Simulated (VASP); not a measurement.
# Ti in VASP: a series of runs

One slab, Ti, is run at these levels: LDA; tasks: single point.

Everything below comes from runs of VASP 6.6.1. Logs are shortened: lines on timing, memory, paths and dates and some standing lists are left out, and cuts for length are marked.

**1. The slab as given**

The cell holds a slab with vacuum, 6 atoms: a = 2.950 Å, b = 2.950 Å, c = 23.715 Å, α = 90.00°, β = 90.00°, γ = 120.00°.

The slab is cut from a database's or a generator's crystal, which needn't be the stable form of the element.

**2. Single point, LDA**

File INCAR:

```
PREC = Accurate ; ENCUT = 600
EDIFF = 1E-7 ; ISMEAR = 1
SIGMA = 0.1 ; LREAL = F
LASPH = T ; NELM = 120
ALGO = Normal ; ISIF = 2
LWAVE = F ; LCHARG = F
LDIPOL = T ; IDIPOL = 3
DIPOL = 0.5 0.5 0.500 ; GGA = CA
NBANDS = 50 ; LVHAR = T
LVACPOTAV = T
```

File KPOINTS:

```
Automatic mesh
0
Gamma
  6 6 1
```

File POSCAR:

```
Ti
1.0
    2.9499978604      0.0000000000      0.0000000000
   -1.4749989302      2.5547730882      0.0000000000
    0.0000000000      0.0000000000     23.7150000000
Ti
6
Direct
    0.6666666667      0.3333333334      0.2530044276
    0.3333333333      0.6666666666      0.3518026565
    0.6666666667      0.3333333334      0.4506008855
    0.3333333333      0.6666666666      0.5493991145
    0.6666666667      0.3333333334      0.6481973435
    0.3333333333      0.6666666666      0.7469955724
```

Potentials or basis: VASP PAW LDA potentials, release 64 (Ti_sv).

On the command line:

```sh
$ cat potpaw_LDA.64/Ti_sv/POTCAR > POTCAR
$ mpirun -np 1 vasp_std > vasp.out
```

OUTCAR:

```text
PREC = Accurate
   ENCUT = 600
   EDIFF = 1E-7
   ISMEAR = 1
   LREAL = F
   LASPH = T
   NELM = 120
   ISIF = 2
   GGA = CA

 Found      7 irreducible k-points:

 Following reciprocal coordinates:
            Coordinates               Weight
  0.000000  0.000000  0.000000      1.000000
  0.166667  0.000000  0.000000      6.000000
  0.333333  0.000000  0.000000      6.000000
  0.500000  0.000000  0.000000      3.000000
  0.166667  0.166667  0.000000      6.000000
  0.333333  0.166667  0.000000     12.000000
   k-points           NKPTS =      7   k-points in BZ     NKDIM =      7   number of bands    NBANDS=     50
   number of dos      NEDOS =    301   number of ions     NIONS =      6
   total plane-waves  NPLWV = 110592
   dimension x,y,z NGX =    24 NGY =   24 NGZ =  192
   dimension x,y,z NGXF=    48 NGYF=   48 NGZF=  384
   ions per type =               6
   NGX,Y,Z   is equivalent  to a cutoff of  13.53, 13.53, 13.46 a.u.
   NGXF,Y,Z  is equivalent  to a cutoff of  27.05, 27.05, 26.92 a.u.
 SYSTEM =  unknown system
   PREC   = accura    normal or accurate (medium, high low for compatibility)
   ISTART =      0    job   : 0-new  1-cont  2-samecut
   ICHARG =      2    charge: 1-file 2-atom 10-const
   ISPIN  =      1    spin polarized calculation?
   LNONCOLLINEAR =      F non collinear calculations
   LSORBIT =      F    spin-orbit coupling
   LASPH  =      T    aspherical Exc in radial PAW
   ENCUT  =  600.0 eV  44.10 Ry    6.64 a.u.   5.89  5.89 47.36*2*pi/ulx,y,z
   NELM   =    120;   NELMIN=  2; NELMDL= -5     # of ELM steps
   EDIFF  = 0.1E-06   stopping-criterion for ELM
   LREAL  =      F    real-space projection
   EDIFFG = 0.1E-05   stopping-criterion for IOM
   NSW    =      0    number of steps for IOM
   IBRION =     -1    ionic relax: 0-MD 1-quasi-New 2-CG
   NFREE  =      0    steps in history (QN), initial steepest desc. (CG)
   ISIF   =      2    stress and relaxation
   ISYM   =      2    0-nonsym 1-usesym 2-fastsym
   POTIM  = 0.5000    time-step for ionic-motion
   TEBEG  =    0.0;   TEEND  =   0.0 temperature during run
   PSTRESS=    0.0 pullay stress
   NELECT =      72.0000    total number of electrons
   NUPDOWN=      -1.0000    fix difference up-down
   EMIN   =  10.00;   EMAX   =-10.00  energy-range for DOS
   EFERMI =   0.00;   METHOD = LEGACY
   ISMEAR =     1;   SIGMA  =   0.10  broadening in eV -4-tet -1-fermi 0-gaus
   EFERMI_NEDOS =   21; number of points for ismear=-14 and -15
   IALGO  =     38    algorithm
   IMIX   =      4    mixing-type and parameters
     AMIX     =   0.40;   BMIX     =  1.00
     AMIX_MAG =   1.60;   BMIX_MAG =  1.00
  volume/ion in A,a.u.               =      29.79       201.02
  Fermi-wavevector in a.u.,A,eV,Ry     =   1.209075  2.284821 19.889848  1.461863
  Thomas-Fermi vector in A             =   2.344664
   LORBIT       =      0    0 simple, 1 ext, 2 COOP (PROOUT), +10 PAW based schemes
   GGA     = CA    functional components
   LHFCALC =     F    Hartree Fock is set to
   AEXX    =    0.0000 exact exchange contribution
   IVDW    =     0    specifies the selected vdW correction
   LEPSILON=     F    determine dielectric tensor
   LRPA    =     F    only Hartree local field effects (RPA)
 non-spin polarized calculation
 Methfessel and Paxton  Order N= 1 SIGMA  =   0.10
  energy-cutoff  :      600.00
  volume of cell :      178.73
 maximum number of plane-waves:      5988
 NGX is ok and might be reduce to    24
   NGX = 11   NGY = 11   NGZ = 95

 dipolmoment           0.000000      0.000000      0.000000 electrons x Angstroem

 number of electron      71.9999979 magnetization

 dipolmoment           0.000000      0.000000     -0.000000 electrons x Angstroem

 Free energy of the ion-electron system (eV)
  ---------------------------------------------------
  ext. energy  EPLUGINS =         0.00000000
  ---------------------------------------------------
  free energy    TOTEN  =       -48.69200885 eV

  energy without entropy =      -48.69099582  energy(sigma->0) =      -48.69167117

 E-fermi :   2.9444     XC(G=0):  -7.8250

 val. band max:        2.9349058481   @ k =   0.1667   0.0000   0.0000
 cond. band min:       2.9568102801   @ k =   0.3333   0.0000   0.0000
 fundamental gap:      0.0219044320
 Fermi energy:         2.9443521260

 k-point     1 :       0.0000    0.0000    0.0000
  band No.  band energies     occupation
      1     -53.3558      2.00000
      2     -53.3557      2.00000
      3     -53.2281      2.00000
      4     -53.1753      2.00000
      5     -53.1209      2.00000
      6     -53.1066      2.00000
[... 40 lines left out ...]
     47       3.8727     -0.00000
     48       4.0768     -0.00000

 k-point     2 :       0.1667    0.0000    0.0000
  band No.  band energies     occupation
      1     -53.3369      2.00000
      2     -53.3369      2.00000
      3     -53.2047      2.00000
      4     -53.1568      2.00000
      5     -53.1060      2.00000
      6     -53.0946      2.00000
[... 40 lines left out ...]
     47       4.1545     -0.00000
     48       4.2517     -0.00000

 k-point     3 :       0.3333    0.0000    0.0000
  band No.  band energies     occupation
      1     -53.2990      2.00000
      2     -53.2990      2.00000
      3     -53.1542      2.00000
      4     -53.1201      2.00000
      5     -53.0768      2.00000
      6     -53.0723      2.00000
[... 40 lines left out ...]
     47       5.0003      0.00000
     48       5.0189      0.00000

 k-point     4 :       0.5000    0.0000    0.0000
  band No.  band energies     occupation
      1     -53.2799      2.00000
      2     -53.2799      2.00000
      3     -53.1247      2.00000
      4     -53.1039      2.00000
      5     -53.0630      2.00000
      6     -53.0620      2.00000
[... 40 lines left out ...]
     47       5.6515      0.00000
     48       5.6830      0.00000

 k-point     5 :       0.1667    0.1667    0.0000
  band No.  band energies     occupation
      1     -53.3085      2.00000
      2     -53.3085      2.00000
      3     -53.1675      2.00000
      4     -53.1291      2.00000
      5     -53.0840      2.00000
      6     -53.0776      2.00000
[... 40 lines left out ...]
     47       4.4725     -0.00000
     48       4.6133     -0.00000

 k-point     6 :       0.3333    0.1667    0.0000
  band No.  band energies     occupation
      1     -53.2800      2.00000
      2     -53.2800      2.00000
      3     -53.1250      2.00000
      4     -53.1039      2.00000
      5     -53.0630      2.00000
      6     -53.0619      2.00000
[... 40 lines left out ...]
     47       5.1858      0.00000
     48       5.2494      0.00000

 [... further k-points ...]

 [bands above 48 left out]

------------------------ aborting loop because EDIFF is reached ----------------------------------------

  FORCE on cell =-STRESS in cart. coord.  units (eV):
  Direction    XX          YY          ZZ          XY          YZ          ZX
  --------------------------------------------------------------------------------------
  -------------------------------------------------------------------------------------
  Total       -8.1893157     -8.1893157     -7.3348906      0.0000000      0.0000000      0.0000000
  in kB      -73.4109824    -73.4109824    -65.7517114      0.0000000      0.0000000      0.0000000
  external PRESSURE =     -70.8578920 kB  Pullay stress =       0.0000000 kB

 VOLUME and BASIS-vectors are now :
 -----------------------------------------------------------------------------
  energy-cutoff  :      600.00
  volume of cell :      178.73
      direct lattice vectors                 reciprocal lattice vectors
     2.949997860  0.000000000  0.000000000     0.338983297  0.195712098  0.000000000
    -1.474998930  2.554773088  0.000000000     0.000000000  0.391424195  0.000000000
     0.000000000  0.000000000 23.715000000     0.000000000  0.000000000  0.042167405

 POSITION                                       TOTAL-FORCE (eV/Angst)
 -----------------------------------------------------------------------------------
      1.47500      0.85159      6.00000        -0.000000     -0.000000      0.922910
     -0.00000      1.70318      8.34300         0.000000      0.000000     -0.513053
      1.47500      0.85159     10.68600        -0.000000     -0.000000      0.048185
     -0.00000      1.70318     13.02900         0.000000      0.000000     -0.048185
      1.47500      0.85159     15.37200        -0.000000     -0.000000      0.513053
     -0.00000      1.70318     17.71500         0.000000      0.000000     -0.922910
 -----------------------------------------------------------------------------------
    total drift:                               -0.000000      0.000000      0.000000

  FREE ENERGIE OF THE ION-ELECTRON SYSTEM (eV)
  ---------------------------------------------------
  free  energy   TOTEN  =       -48.6920088490 eV

  energy  without entropy=      -48.6909958174  energy(sigma->0) =      -48.69167117

 vacuum level on the upper side and lower side of the slab         7.605         7.605
```

Run time: 67 s. Hardware: 1 thread of Intel Xeon 6975P-C (Granite Rapids), shared host; peak memory 0.27 GiB.

These settings aren't checked as converged: the numbers below hold their error.

What came out:

```
Free energy                     : -48.6920 eV
Largest force                   : 0.923 eV/Å
Band gap on the k mesh          : none (metal or under the smearing width)
Work function of the upper face : 4.66 eV
Work function of the lower face : 4.66 eV
```

Caveat: the k mesh is coarse (spacing up to 0.41 Å⁻¹), so the values aren't converged.

**3. Single point, LDA**

This run uses another cell than the first one, of 22.25 Å³/atom, 0.747 times its volume.

Edit INCAR of step 2 so:

```diff
@@ -1,2 +1,2 @@
-PREC = Accurate ; ENCUT = 600
+PREC = Accurate ; ENCUT = 400
 EDIFF = 1E-7 ; ISMEAR = 1
```

File KPOINTS:

```
Automatic mesh
0
Gamma
  13 13 1
```

File POSCAR:

```
Ti
1.0
    2.9499978604      0.0000000000      0.0000000000
   -1.4749989302      2.5547730882      0.0000000000
    0.0000000000      0.0000000000     17.7150000000
Ti
6
Direct
    0.6666666667      0.3333333334      0.1693480102
    0.3333333333      0.6666666666      0.3016088061
    0.6666666667      0.3333333334      0.4338696020
    0.3333333333      0.6666666666      0.5661303980
    0.6666666667      0.3333333334      0.6983911939
    0.3333333333      0.6666666666      0.8306519898
```

Potentials or basis: VASP PAW LDA potentials, release 64 (Ti_sv).

On the command line:

```sh
$ cat potpaw_LDA.64/Ti_sv/POTCAR > POTCAR
$ mpirun -np 1 vasp_std > vasp.out
```

OUTCAR:

```text
PREC = Accurate
   ENCUT = 400
   EDIFF = 1E-7
   ISMEAR = 1
   LREAL = F
   LASPH = T
   NELM = 120
   ISIF = 2
   GGA = CA

 Found     21 irreducible k-points:

 Following reciprocal coordinates:
            Coordinates               Weight
  0.000000  0.000000  0.000000      1.000000
  0.076923  0.000000  0.000000      6.000000
  0.153846  0.000000  0.000000      6.000000
  0.230769  0.000000  0.000000      6.000000
  0.307692  0.000000  0.000000      6.000000
  0.384615  0.000000  0.000000      6.000000
   k-points           NKPTS =     21   k-points in BZ     NKDIM =     21   number of bands    NBANDS=     50
   number of dos      NEDOS =    301   number of ions     NIONS =      6
   total plane-waves  NPLWV =  48000
   dimension x,y,z NGX =    20 NGY =   20 NGZ =  120
   dimension x,y,z NGXF=    40 NGYF=   40 NGZF=  240
   ions per type =               6
   NGX,Y,Z   is equivalent  to a cutoff of  11.27, 11.27, 11.26 a.u.
   NGXF,Y,Z  is equivalent  to a cutoff of  22.54, 22.54, 22.52 a.u.
 SYSTEM =  unknown system
   PREC   = accura    normal or accurate (medium, high low for compatibility)
   ISTART =      0    job   : 0-new  1-cont  2-samecut
   ICHARG =      2    charge: 1-file 2-atom 10-const
   ISPIN  =      1    spin polarized calculation?
[... 62 lines left out ...]
 Fermi energy:         5.5025488397

 k-point     1 :       0.0000    0.0000    0.0000
  band No.  band energies     occupation
      1     -50.7958      2.00000
      2     -50.7957      2.00000
      3     -50.6575      2.00000
      4     -50.6149      2.00000
      5     -50.5717      2.00000
      6     -50.5465      2.00000
[... 295 lines left out ...]
     47       7.8019      0.00000
     48       7.9414      0.00000

 [... further k-points ...]

 [bands above 48 left out]

------------------------ aborting loop because EDIFF is reached ----------------------------------------

  FORCE on cell =-STRESS in cart. coord.  units (eV):
  Direction    XX          YY          ZZ          XY          YZ          ZX
  --------------------------------------------------------------------------------------
  -------------------------------------------------------------------------------------
  Total       -8.3748259     -8.3748259     -8.7649525      0.0000000      0.0000000     -0.0000000
  in kB     -100.5011840   -100.5011839   -105.1828555      0.0000000      0.0000000     -0.0000000
  external PRESSURE =    -102.0617412 kB  Pullay stress =       0.0000000 kB

 VOLUME and BASIS-vectors are now :
 -----------------------------------------------------------------------------
  energy-cutoff  :      400.00
  volume of cell :      133.51
      direct lattice vectors                 reciprocal lattice vectors
     2.949997860  0.000000000  0.000000000     0.338983297  0.195712098  0.000000000
    -1.474998930  2.554773088  0.000000000     0.000000000  0.391424195  0.000000000
     0.000000000  0.000000000 17.715000000     0.000000000  0.000000000  0.056449337

 POSITION                                       TOTAL-FORCE (eV/Angst)
 -----------------------------------------------------------------------------------
      1.47500      0.85159      3.00000         0.000000     -0.000000      0.934860
     -0.00000      1.70318      5.34300         0.000000      0.000000     -0.603471
      1.47500      0.85159      7.68600        -0.000000     -0.000000      0.044261
     -0.00000      1.70318     10.02900         0.000000      0.000000     -0.044261
      1.47500      0.85159     12.37200        -0.000000      0.000000      0.603471
     -0.00000      1.70318     14.71500        -0.000000      0.000000     -0.934860
 -----------------------------------------------------------------------------------
    total drift:                                0.000000     -0.000000      0.000000

  FREE ENERGIE OF THE ION-ELECTRON SYSTEM (eV)
  ---------------------------------------------------
  free  energy   TOTEN  =       -48.7467278674 eV

  energy  without entropy=      -48.7485116774  energy(sigma->0) =      -48.74732247
```

stdout:

```text
POSCAR found type information on POSCAR Ti
 POSCAR found :  1 types and       6 ions
 scaLAPACK will be used
 LDA part: xc-table for (Slater(with rela. corr.)+CA(PZ))
 , standard interpolation
 POSCAR, INCAR and KPOINTS ok, starting setup
 FFT: planning ... GRIDC
[... 62 lines left out ...]
|                                                                             |
|     Did not find any points to average over, which means that no vacuum     |
|     field-free region was found. Please increase the size of  your cell     |
|     in the dimension of the dipole correction to obtain accurate            |
|     workfunction values.                                                    |
|                                                                             |
 -----------------------------------------------------------------------------
```

Wall time 71 s (1 thread of Intel Xeon 6975P-C (Granite Rapids), shared host); peak memory 0.2 GiB.

These settings aren't checked as converged: the numbers below hold their error.

What came out:

```
Free energy            : -48.7467 eV
Largest force          : 0.935 eV/Å
Band gap on the k mesh : none (metal or under the smearing width)
```

**4. Single point, LDA**

Edit INCAR of step 3 so:

```diff
@@ -1,2 +1,2 @@
-PREC = Accurate ; ENCUT = 400
+PREC = Accurate ; ENCUT = 300
 EDIFF = 1E-7 ; ISMEAR = 1
```

KPOINTS is that of step 3.

File POSCAR:

```
Ti
1.0
    2.9499978604      0.0000000000      0.0000000000
   -1.4749989302      2.5547730882      0.0000000000
    0.0000000000      0.0000000000     23.7150000000
Ti
6
Direct
    0.6666666667      0.3333333334      0.2530044276
    0.3333333333      0.6666666666      0.3518026565
    0.6666666667      0.3333333334      0.4506008855
    0.3333333333      0.6666666666      0.5493991145
    0.6666666667      0.3333333334      0.6481973435
    0.3333333333      0.6666666666      0.7469955724
```

On the command line:

```sh
$ cat potpaw_LDA.64/Ti_sv/POTCAR > POTCAR
$ mpirun -np 1 vasp_std > vasp.out
```

Run time: 80 s. Hardware: 1 thread of Intel Xeon 6975P-C (Granite Rapids), shared host; peak memory 0.19 GiB.

These settings aren't checked as converged: the numbers below hold their error.

What came out:

```yaml
Free_energy: -48.6462 eV
Largest_force: 1.003 eV/Å
Band_gap_on_the_k_mesh: none (metal or under the smearing width)
Work_function_of_the_upper_face: 4.63 eV
Work_function_of_the_lower_face: 4.63 eV
```

Caveat: the cutoff is under 1.25 times the usual one of these potentials, so pressure, stress and relaxed cells hold a basis-set (Pulay) error.
